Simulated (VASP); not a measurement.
# SnS2 (Berndtite-2T): relaxation of cell and atoms with LDA

Crystal: SnS2 (Berndtite-2T).

```
Sn S
1.0
     3.63900    0.00000    0.00000
    -1.81950    3.15147    0.00000
     0.00000    0.00000    5.86800
Sn S
1 2
Direct
  0.00000 0.00000 0.00000
  0.33333 0.66667 0.25000
  0.66667 0.33333 0.75000
```

```
Program                : VASP 6.6.1
Task                   : relaxation of cell and atoms
Functional             : LDA
Potentials or basis    : VASP PAW LDA potentials, release 64 (Sn_d, S)
Cutoff                 : 600 eV
k mesh                 : 9 × 9 × 5
Occupations            : gaussian, width 0.03 eV
Spin                   : no spin polarisation
Target pressure        : 1.2 GPa
Further INCAR settings : ALGO = Normal; EDIFF = 1e-06; IBRION = 2; EDIFFG = -0.01; NSW = 90; ISIF = 3
Target pressure        : 1.2 GPa
```

The relaxed volume is 20.98 Å³/atom, the relaxed cell is a = 3.619 Å, b = 3.619 Å, c = 5.550 Å, α = 90.00°, β = 90.00°, γ = 120.00° and the space group after relaxing (to 0.05 Å) is P-3m1 (No. 164). The energy change on relaxing (the enthalpy is what falls) is +0.8 meV/atom, the ionic steps are 12 and the pressure after relaxing is 1.2 GPa. The band gap on the k mesh is 1.01 eV, indirect (least direct gap 1.53 eV).

Forces on the atoms (eV/Å):
```
Sn   0.000  0.000  0.000
S    0.000  0.000  0.002
S    0.000  0.000 -0.002
```

The path:
| step | energy change (eV) | largest force (eV/Å) | pressure (GPa) | volume (Å³) |
| --- | --- | --- | --- | --- |
| 1 | 0.0000 | 0.0005 | -0.68 | 67.30 |
| 2 | 0.0151 | 0.3931 | 2.72 | 64.77 |
| 3 | 0.0021 | 0.2203 | 1.20 | 65.83 |
| 4 | 0.0009 | 0.1711 | 1.20 | 65.47 |
| 5 | 0.0025 | 0.0217 | 1.27 | 64.39 |
| 6 | -0.0002 | 0.0177 | 1.14 | 64.21 |
| 7 | -0.0018 | 0.0062 | 0.74 | 63.64 |
| 8 | -0.0013 | 0.0039 | 0.73 | 63.58 |
| 9 | 0.0059 | 0.0974 | 1.77 | 62.62 |
| 10 | 0.0015 | 0.0491 | 1.23 | 63.11 |
| 11 | 0.0022 | 0.0120 | 1.21 | 62.98 |
| 12 | 0.0024 | 0.0023 | 1.22 | 62.95 |

Final structure:
```cif
data_structure
_symmetry_space_group_name_H-M 'P 1'
_symmetry_Int_Tables_number 1
_cell_length_a 3.6188
_cell_length_b 3.6188
_cell_length_c 5.5504
_cell_angle_alpha 90.000
_cell_angle_beta 90.000
_cell_angle_gamma 120.000
_cell_volume 62.95
loop_
_atom_site_label
_atom_site_type_symbol
_atom_site_fract_x
_atom_site_fract_y
_atom_site_fract_z
_atom_site_occupancy
Sn1 Sn 0.00000 0.00000 0.00000 1
S1 S 0.33333 0.66667 0.26427 1
S2 S 0.66667 0.33333 0.73573 1
```

Levels at points of the mesh, in eV from the valence-band top:
| k point | band 11 | band 12 | band 13 | band 14 | band 15 | band 16 |
| --- | --- | --- | --- | --- | --- | --- |
| (0.00, 0.00, 0.00) | -0.78 | -0.78 | 0.00 | 1.53 | 3.13 | 5.09 |

Run time: 2.9 min on 1 thread of Intel(R) Xeon(R) 6975P-C (Granite Rapids), on a shared host, peak memory 0.21 GiB.

Caveat: the cell is relaxed towards a set pressure, so the enthalpy falls and the energy may rise; spin-orbit coupling is left out, which moves the levels of the heavy elements; an odd mesh through Γ misses points on the zone boundary, where band edges often lie. LDA usually gives volumes a few per cent too small.
